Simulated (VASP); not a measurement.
InP (rocksalt): a LDA relaxation of cell and atoms in VASP

INCAR

```
LASPH = .TRUE.
GGA = CA
EDIFF = 1E-7
NBANDS = 16
PREC = Accurate
NELM = 120
ISMEAR = -1
LCHARG = .FALSE.
SIGMA = 0.02
IBRION = 2
NSW = 40
LREAL = .FALSE.
ISIF = 3
LWAVE = .FALSE.
ENCUT = 600
EDIFFG = -5E-3
```

KPOINTS

```
KPOINTS created by Atomic Simulation Environment
0
Gamma
8 8 8
0 0 0
```

POSCAR

```
In P
 1.0000000000000000
     0.0000000000000000    2.7675099392722387    2.7675099392722387
     2.7675099392722387   -0.0000000000000000    2.7675099392722387
     2.7675099392722387    2.7675099392722387    0.0000000000000000
 In  P
   1   1
Cartesian
  0.0000000000000000  0.0000000000000000 -0.0000000000000000
  2.7675099392722391  2.7675099392722391  2.7675099392722391
```

VASP ran with the recommended LDA PAW datasets (18 valence electrons in the cell).

Command

```
mpirun -np 1 vasp_std
```

From OUTCAR

```
k-points           NKPTS =     29   k-points in BZ     NKDIM =     29   number of bands    NBANDS=     16

   NELECT =      18.0000    total number of electrons

   dimension x,y,z NGX =    32 NGY =   32 NGZ =   32
   dimension x,y,z NGXF=    64 NGYF=   64 NGZF=   64

  energy-cutoff  :      600.00
  volume of cell :       39.73
      direct lattice vectors                 reciprocal lattice vectors
     0.000000000  2.708265521  2.708265521    -0.184620007  0.184620007  0.184620007
     2.708265521  0.000000000  2.708265521     0.184620007 -0.184620007  0.184620007
     2.708265521  2.708265521  0.000000000     0.184620007  0.184620007 -0.184620007

 k-points in reciprocal lattice and weights: KPOINTS created by Atomic Simulation Env
   0.00000000  0.00000000  0.00000000       0.002
   0.12500000  0.00000000  0.00000000       0.016
   0.25000000  0.00000000  0.00000000       0.016
   0.37500000  0.00000000  0.00000000       0.016
   0.50000000  0.00000000  0.00000000       0.008
   0.12500000  0.12500000  0.00000000       0.012
   0.25000000  0.12500000  0.00000000       0.047
   0.37500000  0.12500000  0.00000000       0.047
   ...

 E-fermi :   7.7983

 k-point     1 :       0.0000    0.0000    0.0000
  band No.  band energies     occupation
      1      -6.5859      2.00000
      2      -6.5859      2.00000
      3      -6.5582      2.00000
      4      -6.5582      2.00000
      5      -6.5582      2.00000
      6      -4.8170      2.00000
      7       7.3821      2.00000
      8       7.3821      2.00000
      9       7.3821      2.00000
     10       8.6238      0.00000
     11      14.8365      0.00000
     12      14.8365      0.00000
     13      14.8365      0.00000
     14      16.3955      0.00000
     15      16.3955      0.00000
     16      16.3955      0.00000

 k-point     2 :       0.1250    0.0000    0.0000
  band No.  band energies     occupation
      1      -6.5955      2.00000
      2      -6.5955      2.00000
      3      -6.5595      2.00000
      4      -6.5450      2.00000
      5      -6.5450      2.00000
      6      -4.6060      2.00000
      7       5.7037      2.00000
      8       7.4228      2.00000
      9       7.4228      2.00000
     10       9.9444      0.00000
     11      13.8473      0.00000
     12      14.3841      0.00000
     13      14.3841      0.00000
     14      15.6096      0.00000
     15      15.6096      0.00000
     16      16.2160      0.00000

 k-point     3 :       0.2500    0.0000    0.0000
  band No.  band energies     occupation
      1      -6.6237      2.00000
      2      -6.6237      2.00000
      3      -6.5656      2.00000
      4      -6.5078      2.00000
      5      -6.5078      2.00000
      6      -3.9904      2.00000
      7       3.5219      2.00000
      8       7.5592      1.99999
      9       7.5592      1.99999
     10      10.6282      0.00000
     11      12.7440      0.00000
     12      12.7440      0.00000
     13      13.3379      0.00000
     14      16.2563      0.00000
     15      16.5175      0.00000
     16      16.5175      0.00000

 k-point     4 :       0.3750    0.0000    0.0000
  band No.  band energies     occupation
      1      -6.6527      2.00000
      2      -6.6527      2.00000
      3      -6.5745      2.00000
      4      -6.4693      2.00000
      5      -6.4693      2.00000
      6      -3.0843      2.00000
      7       1.5926      2.00000
      8       7.7780      1.46823
      9       7.7780      1.46823
     10      10.3272      0.00000
     11      11.4829      0.00000
     12      11.4829      0.00000
     13      13.3267      0.00000
     14      17.6175      0.00000
     15      18.0314      0.00000
     16      18.0314      0.00000

 k-point     5 :       0.5000    0.0000    0.0000
  band No.  band energies     occupation
      1      -6.6648      2.00000
      2      -6.6648      2.00000
      3      -6.5788      2.00000
      4      -6.4531      2.00000
      5      -6.4531      2.00000
      6      -2.4737      2.00000
      7       0.6286      2.00000
      8       7.9113      0.00704
      9       7.9113      0.00704
     10      10.1374      0.00000
     11      10.9888      0.00000
     12      10.9888      0.00000
     13      13.2863      0.00000
     14      19.0941      0.00000
     15      19.1291      0.00000
     16      19.1291      0.00000

 k-point     6 :       0.1250    0.1250    0.0000
  band No.  band energies     occupation
      1      -6.6219      2.00000
      2      -6.5771      2.00000
      3      -6.5687      2.00000
      4      -6.5388      2.00000
      5      -6.5388      2.00000
      6      -4.5262      2.00000
      7       5.9199      2.00000
      8       6.9836      2.00000
      9       6.9836      2.00000
     10      10.5037      0.00000
     11      13.0650      0.00000
     12      13.6990      0.00000
     13      14.8343      0.00000
     14      14.8343      0.00000
     15      17.5892      0.00000
     16      17.5892      0.00000

 k-point     7 :       0.2500    0.1250    0.0000
  band No.  band energies     occupation
      1      -6.6659      2.00000
      2      -6.5876      2.00000
      3      -6.5730      2.00000
      4      -6.5182      2.00000
      5      -6.5043      2.00000
      6      -4.0237      2.00000
      7       4.2743      2.00000
      8       6.7470      2.00000
      9       7.0969      2.00000
     10      10.6055      0.00000
     11      12.1764      0.00000
     12      13.3519      0.00000
     13      14.3278      0.00000
     14      15.3010      0.00000
     15      17.5734      0.00000
     16      17.7666      0.00000

 k-point     8 :       0.3750    0.1250    0.0000
  band No.  band energies     occupation
      1      -6.7006      2.00000
      2      -6.6170      2.00000
      3      -6.5697      2.00000
      4      -6.4958      2.00000
      5      -6.4652      2.00000
      6      -3.1775      2.00000
      7       2.3305      2.00000
      8       6.8134      2.00000
      9       7.0540      2.00000
     10       9.8260      0.00000
     11      11.7968      0.00000
     12      13.0981      0.00000
     13      14.2467      0.00000
     14      15.7892      0.00000
     15      18.6958      0.00000
     16      18.7380      0.00000

 k-point     9 :       0.5000    0.1250    0.0000
  band No.  band energies     occupation
      1      -6.7096      2.00000
      2      -6.6431      2.00000
      3      -6.5666      2.00000
      4      -6.4764      2.00000
      5      -6.4496      2.00000
      6      -2.3403      2.00000
      7       0.9442      2.00000
      8       6.6138      2.00000
      9       7.1903      2.00000
     10       9.7303      0.00000
     11      11.5775      0.00000
     12      12.0562      0.00000
     13      14.7318      0.00000
     14      17.0438      0.00000
     15      19.3031      0.00000
     16      20.3535      0.00000

 k-point    10 :      -0.3750    0.1250    0.0000
  band No.  band energies     occupation
      1      -6.6885      2.00000
      2      -6.6516      2.00000
      3      -6.5634      2.00000
      4      -6.4735      2.00000
      5      -6.4661      2.00000
      6      -2.5750      2.00000
      7       1.2765      2.00000
      8       6.1844      2.00000
      9       7.7356      1.91675
     10      10.2593      0.00000
     11      11.5051      0.00000
     12      11.6322      0.00000
     13      14.6667      0.00000
     14      17.6476      0.00000
     15      17.7587      0.00000
     16      20.1166      0.00000

 k-point    11 :      -0.2500    0.1250    0.0000
  band No.  band energies     occupation
      1      -6.6474      2.00000
      2      -6.6395      2.00000
      3      -6.5608      2.00000
      4      -6.5026      2.00000
      5      -6.4911      2.00000
      6      -3.5036      2.00000
      7       2.9005      2.00000
      8       6.0776      2.00000
      9       8.0545      0.00001
     10      11.2315      0.00000
     11      11.7751      0.00000
     12      11.8228      0.00000
     13      13.9452      0.00000
     14      16.1847      0.00000
     15      17.2900      0.00000
     16      19.0114      0.00000

 k-point    12 :      -0.1250    0.1250    0.0000
  band No.  band energies     occupation
      1      -6.6168      2.00000
      2      -6.6081      2.00000
      3      -6.5614      2.00000
      4      -6.5346      2.00000
      5      -6.5186      2.00000
      6      -4.2497      2.00000
      7       4.6344      2.00000
      8       6.5212      2.00000
      9       7.8740      0.04443
     10      11.0093      0.00000
     11      12.9113      0.00000
     12      12.9850      0.00000
     13      13.5548      0.00000
     14      15.2879      0.00000
     15      17.2436      0.00000
     16      17.3449      0.00000

 ...

  Total       -0.0055230     -0.0055230     -0.0055230     -0.0000000     -0.0000000      0.0000000
  in kB       -0.2227314     -0.2227314     -0.2227314     -0.0000000     -0.0000000      0.0000000
  external PRESSURE =      -0.2227314 kB  Pullay stress =       0.0000000 kB

 POSITION                                       TOTAL-FORCE (eV/Angst)
 -----------------------------------------------------------------------------------
      0.00000      0.00000      0.00000         0.000000      0.000000     -0.000000
      2.70827      2.70827      2.70827         0.000000      0.000000      0.000000
 -----------------------------------------------------------------------------------
    total drift:                                0.000000     -0.000000     -0.000000

  FREE ENERGIE OF THE ION-ELECTRON SYSTEM (eV)
  ---------------------------------------------------
  free  energy   TOTEN  =        -9.3090472723 eV

  energy  without entropy=       -9.3059074749  energy(sigma->0) =       -9.30747737
```

CONTCAR

```
In P
   1.00000000000000
     0.0000000000000000    2.7082655206421435    2.7082655206421435
     2.7082655206421435    0.0000000000000000    2.7082655206421435
     2.7082655206421435    2.7082655206421435    0.0000000000000000
  In              P
     1     1
Direct
     0.0000000000000000    0.0000000000000000    0.0000000000000000
     0.5000000000000000    0.5000000000000000    0.5000000000000000

  0.00000000E+00  0.00000000E+00  0.00000000E+00
  0.00000000E+00  0.00000000E+00  0.00000000E+00
```

```json
{
 "relaxed cell vector lengths": "3.830, 3.830, 3.830 Å",
 "relaxed cell volume": "39.73 Å³"
}
```

The run was restarted once from its relaxed cell; OSZICAR and OUTCAR are the second run's.

The run (the restart alone) took about 7.6 s on one core of a shared host (Intel Xeon 6975P-C) and held 0.16 GiB at most.
